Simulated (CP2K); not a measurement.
# AlCu: single point with vdW-DF-cx

AlCu:

```
CELL_PARAMETERS angstrom
2.99751 0.00000 0.00000
0.00000 2.99751 0.00000
0.00000 0.00000 2.99751
ATOMIC_POSITIONS crystal
Cu 0.50000 0.50000 0.50000
Al 0.00000 0.00000 0.00000
```

The cell comes from a database or a generator and needn't be the stable form of this composition.

| Item | Value |
| --- | --- |
| Program | CP2K 2026.2 |
| Task | single point |
| Functional | vdW-DF-cx |
| Potentials or basis | POTENTIAL_UZH Cu GTH-PBE-q11, Al GTH-PBE-q3; TZVP-MOLOPT-PBE-GTH basis |
| Density cutoff | 9184 eV |
| k mesh | 9 × 9 × 9 |
| Occupations | fermi-dirac, width 0.05 eV |
| Spin | no spin polarisation |
| SCF solver | diagonalisation with k points |
| Quickstep method | GPW |
| EPS_DEFAULT | 1.0E-9 |
| EPS_SCF | 1.0E-6 |
| MAX_SCF | 100 |
| SCF_GUESS | ATOMIC |
| k points reduced by the point group | yes |
| Mesh centred on Gamma | yes |
| CHOLESKY | OFF |
| EPS_EIGVAL | 1.0E-7 |
| MIXING METHOD | BROYDEN_MIXING |
| MIXING ALPHA | 0.4 |
| NBUFFER | 8 |
| NGRIDS | 5 |
| Basis sets | Cu TZVP-MOLOPT-PBE-GTH-q11, Al TZVP-MOLOPT-PBE-GTH-q3 |
| Potentials | Cu GTH-PBE-q11 of POTENTIAL_UZH, Al GTH-PBE-q3 of POTENTIAL_UZH |
| ADDED_MOS | [13] |
| REL_CUTOFF (Ry) | 60 Ry |
| MIXING BETA (1/bohr) | 1.5 1/bohr |
| CUTOFF of the grids | 675 Ry |
| Cutoff of the non-local correlation (Ry) | 300 |

* Pressure: -2.0 GPa
* Band gap on the k mesh: none (metal or under the smearing width)
* Mulliken charges: Cu -0.42; Al +0.42 e
* Hirshfeld charges: Cu -0.09; Al +0.09 e

Levels at points of the mesh, in eV from the Fermi level:
| k point | band 3 | band 4 | band 5 | band 6 | band 7 | band 8 | band 9 | band 10 | band 11 | band 12 |
| --- | --- | --- | --- | --- | --- | --- | --- | --- | --- | --- |
| (0.00, 0.00, 0.00) | -4.84 | -3.75 | -3.75 | -3.75 | 3.87 | 3.87 | 3.87 | 7.10 | 7.10 | 9.78 |

It took 76 s on 1 thread of Arm Neoverse V2, with other jobs on the host, peak memory 0.38 GiB.

Caveat: Mulliken charges move with the basis; the potentials were made for another functional, which shifts forces and pressure; the basis of atomic orbitals isn't converged, which shifts pressures, moduli and gaps.
